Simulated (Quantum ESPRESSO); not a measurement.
The system is Si2W.

```
W Si
1.0
    -1.60690    1.60690    3.91495
     1.60690   -1.60690    3.91495
     1.60690    1.60690   -3.91495
W Si
1 2
Cartesian
  0.0000 0.0000 0.0000
  0.0000 0.0000 5.2092
  0.0000 0.0000 2.6207
```

Base run:

| Item | Value |
| --- | --- |
| Program | Quantum ESPRESSO 7.5 |
| Functional | PBE |
| Potentials or basis | SSSP 1.3 efficiency PBE |
| Cutoff | 748 eV |
| Density cutoff | 5987 eV |
| k mesh | 12 × 12 × 12 |
| Occupations | fermi-dirac, width 0.05 eV |
| Spin | no spin polarisation |

Its results: band gap on the k mesh none (metal or under the smearing width); pressure 3.4 GPa; largest force 0.081 eV/Å.

Question: After a change of settings the same cell gave: band gap on the k mesh none (metal or under the smearing width); pressure -1.9 GPa; largest force 0.027 eV/Å. Which change was it?
A. functional from PBE to LDA; potentials or basis from SSSP 1.3 efficiency PBE to GBRV 1.5 LDA; cutoff from 748 eV to 762 eV; density cutoff from 5987 eV to 6095 eV
B. functional from PBE to PBEsol; potentials or basis from SSSP 1.3 efficiency PBE to GBRV 1.5 PBEsol; cutoff from 748 eV to 762 eV; density cutoff from 5987 eV to 6095 eV
C. functional from PBE to rev-vdW-DF2; occupations from fermi-dirac, width 0.05 eV to gaussian, width 0.1 eV
D. potentials or basis from SSSP 1.3 efficiency PBE to GBRV 1.5 PBE; cutoff from 748 eV to 612 eV; density cutoff from 5987 eV to 4898 eV; k mesh from 12 × 12 × 12 to 9 × 9 × 9

Answer: B.

Not every run made on this cell is shown here.
